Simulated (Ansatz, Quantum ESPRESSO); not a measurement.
# Band line-up of the AlAs/MgS(110) superlattice, 5 + 5 layers, a = 5.601 Å, part 4 of 7

Wanted: the band alignment of the AlAs/MgS(110) superlattice, 5 + 5 layers, a = 5.601 Å.

Quantum ESPRESSO 7.5; plane-wave DFT, LDA, GBRV ultrasoft pseudopotentials; cross-check by Ansatz 0.2.0 with PAW datasets.

So far. Step 3 (Self-consistent run of bulk AlAs): The run needed 7 iterations to bring the estimated error under 1e-07 Ry.

## 8. Bands along a path of bulk MgS

Contents of b.bands.in:

```
&control
  prefix = 'b.bands'
  outdir = './out'
  pseudo_dir = './pseudo'
  calculation = 'bands'
/
&system
  ibrav = 0
  nat = 4
  ntyp = 2
  ecutwfc = 40
  ecutrho = 200
  occupations = 'smearing'
  smearing = 'fd'
  degauss = 0.002
  nbnd = 24
/
&electrons
  conv_thr = 1e-07
  mixing_beta = 0.5
  electron_maxstep = 120
/
ATOMIC_SPECIES
  Mg  24.3050  mg_lda_v1.4.uspp.F.UPF
  S   32.0600  s_lda_v1.4.uspp.F.UPF
CELL_PARAMETERS angstrom
  5.60100000000000 0.00000000000000 0.00000000000000
  0.00000000000000 3.96050508142585 0.00000000000000
  0.00000000000000 0.00000000000000 3.96050508142585
ATOMIC_POSITIONS crystal
  Mg  0.000000000000 0.000000000000 0.000000000000
  S   0.250000000000 0.500000000000 0.000000000000
  Mg  0.500000000000 0.500000000000 0.500000000000
  S   0.750000000000 0.000000000000 0.500000000000
K_POINTS crystal_b
6
  0.0000000000 0.0000000000 0.0000000000 20
  1.0000000000 0.0000000000 0.0000000000 1
  0.0000000000 0.0000000000 0.0000000000 20
  0.5000000000 0.0000000000 0.5000000000 1
  0.0000000000 0.0000000000 0.0000000000 20
  0.0000000000 0.5000000000 0.5000000000 1
```

Command:

```
$ cp -r out/b.save out/b.bands.save
$ cp out/b.xml out/b.bands.xml
$ OMP_NUM_THREADS=1 mpirun -n 4 pw.x -nk 4 -in b.bands.in > b.bands.out
```

Output:

```text
[banner, memory and clock lines left out]
Program PWSCF v.7.5 starts

          URL

     Atomic positions and unit cell read from directory:
     ./out/b.bands.save/

     Found identity + (  0.5000 -0.5000 -0.5000) symmetry
     This is a supercell, fractional translations are disabled
     Message from routine setup:
     using ibrav=0 with symmetry is DISCOURAGED, use correct ibrav instead

     G-vector sticks info

     bravais-lattice index     =            0
     lattice parameter (alat)  =      10.5844  a.u.
     unit-cell volume          =     592.8753 (a.u.)^3
     number of atoms/cell      =            4
     number of atomic types    =            2
     number of electrons       =        32.00
     number of Kohn-Sham states=           24
     kinetic-energy cutoff     =      40.0000  Ry
     charge density cutoff     =     200.0000  Ry
     Exchange-correlation=  SLA  PZ   NOGX NOGC
                           (   1   1   0   0   0   0   0)

     celldm(1)=  10.584356  celldm(2)=   0.000000  celldm(3)=   0.000000
     celldm(4)=   0.000000  celldm(5)=   0.000000  celldm(6)=   0.000000

     crystal axes: (cart. coord. in units of alat)
               a(1) = (   1.000000   0.000000   0.000000 )
               a(2) = (   0.000000   0.707107   0.000000 )
               a(3) = (   0.000000   0.000000   0.707107 )

     reciprocal axes: (cart. coord. in units 2 pi/alat)
               b(1) = (  1.000000  0.000000  0.000000 )
               b(2) = (  0.000000  1.414214  0.000000 )
               b(3) = (  0.000000  0.000000  1.414214 )

     PseudoPot. # 1 for Mg read from file:
     ./pseudo/mg_lda_v1.4.uspp.F.UPF
     Pseudo is Ultrasoft, Zval = 10.0
     Generated by new atomic code, or converted to UPF format
     Using radial grid of  821 points,  7 beta functions with:
                l(1) =   0
                l(2) =   0
                l(3) =   0
                l(4) =   1
                l(5) =   1
                l(6) =   2
                l(7) =   2
     Q(r) pseudized with  8 coefficients,  rinner =    1.200   1.200   1.200
                                                       1.200   1.200

     PseudoPot. # 2 for S  read from file:
     ./pseudo/s_lda_v1.4.uspp.F.UPF
     Pseudo is Ultrasoft + core correction, Zval =  6.0
     Generated by new atomic code, or converted to UPF format
     Using radial grid of  907 points,  6 beta functions with:
                l(1) =   0
                l(2) =   0
                l(3) =   1
                l(4) =   1
                l(5) =   2
                l(6) =   2
     Q(r) pseudized with  8 coefficients,  rinner =    1.300   1.300   1.300
                                                       1.300   1.300

     atomic species   valence    mass     pseudopotential
     Mg               10.00    24.30500     Mg( 1.00)
     S                 6.00    32.06000     S ( 1.00)

      8 Sym. Ops. (no inversion) found

   Cartesian axes

     site n.     atom                  positions (alat units)
         1        Mg     tau(   1) = (   0.0000000   0.0000000   0.0000000  )
         2        S      tau(   2) = (   0.2500000   0.3535534   0.0000000  )
         3        Mg     tau(   3) = (   0.5000000   0.3535534   0.3535534  )
         4        S      tau(   4) = (   0.7500000   0.0000000   0.3535534  )

     number of k points=    63  Fermi-Dirac smearing, width (Ry)=  0.0020
                       cart. coord. in units 2pi/alat
        k(    1) = (   0.0000000   0.0000000   0.0000000), wk =   0.0317460
        k(    2) = (   0.0500000   0.0000000   0.0000000), wk =   0.0317460
        k(    3) = (   0.1000000   0.0000000   0.0000000), wk =   0.0317460
        k(    4) = (   0.1500000   0.0000000   0.0000000), wk =   0.0317460
        k(    5) = (   0.2000000   0.0000000   0.0000000), wk =   0.0317460
        k(    6) = (   0.2500000   0.0000000   0.0000000), wk =   0.0317460
        k(    7) = (   0.3000000   0.0000000   0.0000000), wk =   0.0317460
        k(    8) = (   0.3500000   0.0000000   0.0000000), wk =   0.0317460
        k(    9) = (   0.4000000   0.0000000   0.0000000), wk =   0.0317460
        k(   10) = (   0.4500000   0.0000000   0.0000000), wk =   0.0317460
        k(   11) = (   0.5000000   0.0000000   0.0000000), wk =   0.0317460
        k(   12) = (   0.5500000   0.0000000   0.0000000), wk =   0.0317460
        k(   13) = (   0.6000000   0.0000000   0.0000000), wk =   0.0317460
        k(   14) = (   0.6500000   0.0000000   0.0000000), wk =   0.0317460
        k(   15) = (   0.7000000   0.0000000   0.0000000), wk =   0.0317460
        k(   16) = (   0.7500000   0.0000000   0.0000000), wk =   0.0317460
        k(   17) = (   0.8000000   0.0000000   0.0000000), wk =   0.0317460
        k(   18) = (   0.8500000   0.0000000   0.0000000), wk =   0.0317460
        k(   19) = (   0.9000000   0.0000000   0.0000000), wk =   0.0317460
        k(   20) = (   0.9500000   0.0000000   0.0000000), wk =   0.0317460
        k(   21) = (   1.0000000   0.0000000   0.0000000), wk =   0.0317460
        k(   22) = (   0.0000000   0.0000000   0.0000000), wk =   0.0317460
        k(   23) = (   0.0250000   0.0000000   0.0353553), wk =   0.0317460
        k(   24) = (   0.0500000   0.0000000   0.0707107), wk =   0.0317460
        k(   25) = (   0.0750000   0.0000000   0.1060660), wk =   0.0317460
        k(   26) = (   0.1000000   0.0000000   0.1414214), wk =   0.0317460
        k(   27) = (   0.1250000   0.0000000   0.1767767), wk =   0.0317460
        k(   28) = (   0.1500000   0.0000000   0.2121320), wk =   0.0317460
        k(   29) = (   0.1750000   0.0000000   0.2474874), wk =   0.0317460
        k(   30) = (   0.2000000   0.0000000   0.2828427), wk =   0.0317460
        k(   31) = (   0.2250000   0.0000000   0.3181981), wk =   0.0317460
        k(   32) = (   0.2500000   0.0000000   0.3535534), wk =   0.0317460
        k(   33) = (   0.2750000   0.0000000   0.3889087), wk =   0.0317460
        k(   34) = (   0.3000000   0.0000000   0.4242641), wk =   0.0317460
        k(   35) = (   0.3250000   0.0000000   0.4596194), wk =   0.0317460
        k(   36) = (   0.3500000   0.0000000   0.4949747), wk =   0.0317460
        k(   37) = (   0.3750000   0.0000000   0.5303301), wk =   0.0317460
        k(   38) = (   0.4000000   0.0000000   0.5656854), wk =   0.0317460
        k(   39) = (   0.4250000   0.0000000   0.6010408), wk =   0.0317460
        k(   40) = (   0.4500000   0.0000000   0.6363961), wk =   0.0317460
        k(   41) = (   0.4750000   0.0000000   0.6717514), wk =   0.0317460
        k(   42) = (   0.5000000   0.0000000   0.7071068), wk =   0.0317460
        k(   43) = (   0.0000000   0.0000000   0.0000000), wk =   0.0317460
[...]
k = 0.3500 0.0000 0.4950 (  2531 PWs)   bands (ev):

   -69.9035 -69.9035 -37.3452 -37.3448 -37.3431 -37.3429 -37.3427 -37.3426
    -7.7187  -7.4946  -0.0201   0.2764   2.1671   2.5449   2.7882   2.7882
     8.0904   8.6135   9.7109  10.8020  10.8020  11.2134  11.2556  11.8113

          k = 0.3750 0.0000 0.5303 (  2532 PWs)   bands (ev):

   -69.9035 -69.9035 -37.3452 -37.3449 -37.3430 -37.3429 -37.3427 -37.3427
    -7.6685  -7.5079  -0.0868   0.1205   2.3102   2.5952   2.7694   2.7694
     8.0847   8.5422   9.7839  10.7307  10.7307  11.0175  11.3627  11.8938

          k = 0.4000 0.0000 0.5657 (  2525 PWs)   bands (ev):

   -69.9035 -69.9035 -37.3453 -37.3451 -37.3429 -37.3428 -37.3427 -37.3427
    -7.6247  -7.5192  -0.1444  -0.0107   2.4435   2.6392   2.7536   2.7536
     8.0741   8.4088   9.9429  10.6693  10.6693  10.8537  11.4493  11.9029

          k = 0.4250 0.0000 0.6010 (  2514 PWs)   bands (ev):

   -69.9035 -69.9035 -37.3453 -37.3452 -37.3429 -37.3428 -37.3427 -37.3427
    -7.5888  -7.5282  -0.1908  -0.1151   2.5587   2.6753   2.7411   2.7411
     8.0625   8.2665  10.1390  10.6198  10.6198  10.7240  11.5139  11.8436

          k = 0.4500 0.0000 0.6364 (  2514 PWs)   bands (ev):

   -69.9035 -69.9035 -37.3454 -37.3453 -37.3428 -37.3428 -37.3428 -37.3427
    -7.5620  -7.5347  -0.2249  -0.1910   2.6481   2.7023   2.7319   2.7319
     8.0524   8.1477  10.3350  10.5836  10.5836  10.6301  11.5578  11.7409

          k = 0.4750 0.0000 0.6718 (  2514 PWs)   bands (ev):

   -69.9035 -69.9035 -37.3454 -37.3454 -37.3428 -37.3428 -37.3428 -37.3427
    -7.5455  -7.5386  -0.2456  -0.2371   2.7050   2.7189   2.7264   2.7264
     8.0457   8.0702  10.4911  10.5615  10.5615  10.5732  11.5829  11.6373

          k = 0.5000 0.0000 0.7071 (  2520 PWs)   bands (ev):

   -69.9035 -69.9035 -37.3454 -37.3454 -37.3428 -37.3428 -37.3428 -37.3428
    -7.5400  -7.5400  -0.2526  -0.2526   2.7245   2.7245   2.7245   2.7245
     8.0434   8.0434  10.5541  10.5541  10.5541  10.5541  11.5910  11.5910

          k = 0.0000 0.0000 0.0000 (  2509 PWs)   bands (ev):

   -69.9036 -69.9035 -37.3454 -37.3434 -37.3434 -37.3423 -37.3423 -37.3423
    -8.2941  -7.2959   0.0904   1.9748   1.9748   3.0672   3.0672   3.0672
     6.4112   6.6974   8.5296  10.8941  10.8941  10.8941  13.8017  13.8017

          k = 0.0000 0.0354 0.0354 (  2515 PWs)   bands (ev):

   -69.9036 -69.9035 -37.3454 -37.3434 -37.3434 -37.3423 -37.3423 -37.3423
    -8.2888  -7.2956   0.0982   1.9584   1.9655   3.0288   3.0587   3.0587
     6.4592   6.7292   8.5616  10.8675  10.9124  10.9124  13.7133  13.8125

          k = 0.0000 0.0707 0.0707 (  2519 PWs)   bands (ev):

   -69.9036 -69.9035 -37.3454 -37.3435 -37.3434 -37.3423 -37.3423 -37.3423
    -8.2731  -7.2949   0.1216   1.9104   1.9391   2.9202   3.0338   3.0338
     6.5956   6.8229   8.6564  10.7904  10.9669  10.9669  13.4718  13.8446

          k = 0.0000 0.1061 0.1061 (  2519 PWs)   bands (ev):

   -69.9036 -69.9035 -37.3453 -37.3435 -37.3434 -37.3424 -37.3423 -37.3423
    -8.2472  -7.2938   0.1603   1.8343   1.8991   2.7577   2.9935   2.9935
     6.8020   6.9734   8.8103  10.6701  11.0564  11.0564  13.1298  13.7724

          k = 0.0000 0.1414 0.1414 (  2535 PWs)   bands (ev):

   -69.9036 -69.9035 -37.3452 -37.3436 -37.3434 -37.3425 -37.3424 -37.3424
    -8.2116  -7.2924   0.2135   1.7352   1.8504   2.5590   2.9395   2.9395
     7.0560   7.1726   9.0181  10.5162  11.1791  11.1791  12.7384  13.4514

          k = 0.0000 0.1768 0.1768 (  2541 PWs)   bands (ev):

   -69.9036 -69.9035 -37.3452 -37.3437 -37.3434 -37.3427 -37.3424 -37.3424
    -8.1667  -7.2909   0.2802   1.6192   1.7985   2.3392   2.8741   2.8741
     7.3345   7.4101   9.2734  10.3393  11.3326  11.3326  12.3384  13.0872

          k = 0.0000 0.2121 0.2121 (  2551 PWs)   bands (ev):

   -69.9036 -69.9035 -37.3451 -37.3438 -37.3434 -37.3429 -37.3425 -37.3425
    -8.1133  -7.2893   0.3587   1.4931   1.7486   2.1095   2.7998   2.7998
     7.6133   7.6719   9.5696  10.1497  11.5143  11.5143  11.9631  12.6857

          k = 0.0000 0.2475 0.2475 (  2563 PWs)   bands (ev):

   -69.9036 -69.9035 -37.3450 -37.3439 -37.3434 -37.3431 -37.3426 -37.3426
    -8.0523  -7.2879   0.4458   1.3641   1.7052   1.8778   2.7190   2.7190
     7.8632   7.9388   9.9004   9.9579  11.6449  11.7216  11.7216  12.2316

          k = 0.0000 0.2828 0.2828 (  2553 PWs)   bands (ev):

   -69.9036 -69.9035 -37.3449 -37.3440 -37.3434 -37.3433 -37.3427 -37.3427
    -7.9849  -7.2868   0.5354   1.2422   1.6496   1.6717   2.6345   2.6345
     8.0476   8.1823   9.7737  10.2592  11.4197  11.8545  11.8711  11.9518

          k = 0.0000 0.3182 0.3182 (  2543 PWs)   bands (ev):

   -69.9036 -69.9035 -37.3448 -37.3440 -37.3436 -37.3435 -37.3428 -37.3427
    -7.9123  -7.2861   0.6128   1.1444   1.4289   1.6506   2.5484   2.5484
     8.1298   8.3613   9.6036  10.6397  11.3246  11.4562  11.5955  12.2026

          k = 0.0000 0.3536 0.3536 (  2539 PWs)   bands (ev):

   -69.9036 -69.9035 -37.3448 -37.3441 -37.3438 -37.3435 -37.3429 -37.3428
    -7.8361  -7.2858   0.6469   1.1034   1.2187   1.6434   2.4631   2.4631
     8.0953   8.4286   9.4457  10.9902  11.0941  11.3802  11.5015  12.4717

          k = 0.0000 0.3889 0.3889 (  2531 PWs)   bands (ev):

   -69.9035 -69.9035 -37.3448 -37.3441 -37.3441 -37.3435 -37.3430 -37.3429
    -7.7579  -7.2861   0.6128   1.0212   1.1444   1.6506   2.3806   2.3806
     7.9657   8.3613   9.2943  10.6397  11.4562  11.5732  11.5955  12.7573

          k = 0.0000 0.4243 0.4243 (  2533 PWs)   bands (ev):

   -69.9035 -69.9035 -37.3449 -37.3443 -37.3440 -37.3434 -37.3430 -37.3430
    -7.6796  -7.2868   0.5354   0.8385   1.2422   1.6717   2.3025   2.3025
     7.7802   8.1823   9.1485  10.2592  11.8545  11.8664  11.8711  13.0574

          k = 0.0000 0.4596 0.4596 (  2527 PWs)   bands (ev):

   -69.9035 -69.9035 -37.3450 -37.3445 -37.3439 -37.3434 -37.3431 -37.3431
    -7.6033  -7.2879   0.4458   0.6722   1.3641   1.7052   2.2304   2.2304
     7.5725   7.9388   9.0120   9.9004  12.2214  12.2316  12.2868  13.3703

          k = 0.0000 0.4950 0.4950 (  2534 PWs)   bands (ev):

   -69.9035 -69.9035 -37.3451 -37.3447 -37.3438 -37.3434 -37.3432 -37.3432
    -7.5310  -7.2893   0.3587   0.5240   1.4931   1.7486   2.1655   2.1655
     7.3659   7.6719   8.8886   9.5696  12.6080  12.6857  12.6952  13.6939

          k = 0.0000 0.5303 0.5303 (  2528 PWs)   bands (ev):

   -69.9035 -69.9035 -37.3451 -37.3449 -37.3437 -37.3434 -37.3433 -37.3433
    -7.4649  -7.2909   0.2802   0.3953   1.6192   1.7985   2.1089   2.1089
     7.1750   7.4101   8.7812   9.2734  13.0024  13.0872  13.1875  14.0254

          k = 0.0000 0.5657 0.5657 (  2526 PWs)   bands (ev):

   -69.9035 -69.9035 -37.3452 -37.3451 -37.3436 -37.3434 -37.3433 -37.3433
    -7.4073  -7.2924   0.2135   0.2877   1.7352   1.8504   2.0615   2.0615
     7.0095   7.1726   8.6917   9.0181  13.3832  13.4514  13.7154  14.3605

          k = 0.0000 0.6010 0.6010 (  2530 PWs)   bands (ev):

   -69.9035 -69.9035 -37.3453 -37.3452 -37.3436 -37.3434 -37.3434 -37.3434
    -7.3600  -7.2938   0.1603   0.2023   1.8343   1.8991   2.0239   2.0239
     6.8756   6.9734   8.6212   8.8103  13.7273  13.7724  14.2479  14.6910

          k = 0.0000 0.6364 0.6364 (  2534 PWs)   bands (ev):

   -69.9035 -69.9035 -37.3453 -37.3453 -37.3435 -37.3434 -37.3434 -37.3434
    -7.3248  -7.2949   0.1216   0.1405   1.9104   1.9391   1.9968   1.9968
     6.7774   6.8229   8.5704   8.6564  14.0077  14.0300  14.7538  14.9993

          k = 0.0000 0.6718 0.6718 (  2542 PWs)   bands (ev):

   -69.9035 -69.9035 -37.3454 -37.3454 -37.3435 -37.3434 -37.3434 -37.3434
    -7.3032  -7.2956   0.0982   0.1029   1.9584   1.9655   1.9803   1.9803
     6.7175   6.7292   8.5398   8.5616  14.1941  14.2000  15.1677  15.2444

          k = 0.0000 0.7071 0.7071 (  2532 PWs)   bands (ev):

   -69.9035 -69.9035 -37.3454 -37.3454 -37.3435 -37.3435 -37.3434 -37.3434
    -7.2959  -7.2959   0.0904   0.0904   1.9748   1.9748   1.9748   1.9748
     6.6974   6.6974   8.5296   8.5296  14.2599  14.2599  15.3457  15.3457

     XML data file, pseudopotentials, collected wavefunctions

                                        0.00s GPU  (     873 calls)
```

Wall time 13 s (4 MPI ranks of Intel Xeon Platinum 8223CL at 3.00GHz (Skylake/Cascade Lake), shared host); peak memory 0.32 GiB.

This step gave:

```
valence top, on the run's zero       : 3.067 eV
conduction bottom, on the run's zero : 6.411 eV
gap by band count                    : 3.344 eV
```

Band numbers count within the set of bands kept for display; the cell holds two formula units, so the X point along 001 folds onto the zone centre. Electronic bands along the path, in eV, zero at the Fermi level, which the smearing puts inside the gap; v1 is the highest filled band, c1 the lowest empty one:

```tsv
point	v4	v3	v2	v1	c1	c2	c3	c4
L	-0.90	-0.90	-0.90	-0.90	4.42	4.42	6.93	6.93
halfway	-1.97	-1.31	-0.74	-0.74	4.32	4.45	6.32	7.15
Γ	-1.65	-0.56	-0.56	-0.56	2.78	3.07	4.90	7.27
halfway	-2.41	-1.98	-1.16	-1.16	4.47	4.80	5.82	7.36
X	-1.65	-1.65	-1.65	-1.65	3.07	3.07	4.90	4.90
```

## 9. Potential by pp.x of bulk MgS

Contents of b.pot.in:

```
&inputpp
  prefix = 'b'
  outdir = './out'
  filplot = 'b.pot.dat'
  plot_num = 11
/
```

Command:

```
$ OMP_NUM_THREADS=1 mpirun -n 4 pp.x -in b.pot.in > b.pot.out
```

Wall time 1.4 s (4 MPI ranks); peak memory 0.1 GiB.

## 10. Macroscopic average of bulk MgS

Contents of b.avg.in:

```
1
b.pot.dat
1.0
40
3
7.4842699191
```

Command:

```
$ OMP_NUM_THREADS=1 average.x < b.avg.in > b.avg.out
```

Wall time 0.78 s (1 MPI rank); peak memory 0.1 GiB.

This step gave:

| Item | Value |
| --- | --- |
| average.x's running mean over the crystal, on the run's own zero | 1.557 eV |
| mean potential by an exact Fourier window over the crystal, on the run's own zero | 1.557 eV |

(Part 4 of 7 ends here.)

[Logs are printed without paths, hosts, clocks, repeated set-up lines and the standing remarks that a program may print on its own settings, such as how far it seeks lower states.]

[Hosts, paths, dates, database ids (printed as entryN), source tags and the programs' standing remarks are cut or masked in the printed files.]

[Maps of the electrostatic potential energy from Ansatz leave out the sawtooth potential of an applied field or a dipole correction, so their vacuum need not be flat; planar profiles and work functions include it.]
